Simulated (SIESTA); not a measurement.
The system is HfO2.

```
CELL_PARAMETERS angstrom
0.00000 2.55750 2.55750
2.55750 0.00000 2.55750
2.55750 2.55750 0.00000
ATOMIC_POSITIONS crystal
Hf 0.00000 0.00000 0.00000
O 0.75000 0.75000 0.75000
O 0.25000 0.25000 0.25000
```

Measurements of this composition are mostly on another form, of space group No. 14.

Program: SIESTA 5.4.2. Alike in all runs: task band structure; no spin polarisation; cell as given; k mesh 9 × 9 × 9; smearing fermi-dirac 0.05 eV; grid cutoff 800 Ry; energy shift 0.003 Ry.

Task: Order these runs on this cell by their pressure, lowest first.
A. level AM05; potentials or basis PseudoDojo 0.4 standard (PBEsol files), DZP (energy shift 0.003 Ry; two zetas on semicore shells)
B. level vdW-DF-cx; potentials or basis PseudoDojo 0.4 standard (PBE files), DZP (energy shift 0.003 Ry; two zetas on semicore shells)
C. level BLYP; potentials or basis PseudoDojo 0.4 standard (PBE files), DZP (energy shift 0.003 Ry; two zetas on semicore shells)

Result: A (-7.7 GPa), B (-5.6 GPa), C (7.0 GPa).

Caveats: short orbitals over semicore shells can move pressures by several GPa; the potentials were made for another functional, which shifts forces and pressure; the basis of atomic orbitals isn't converged, which shifts pressures, moduli and gaps.
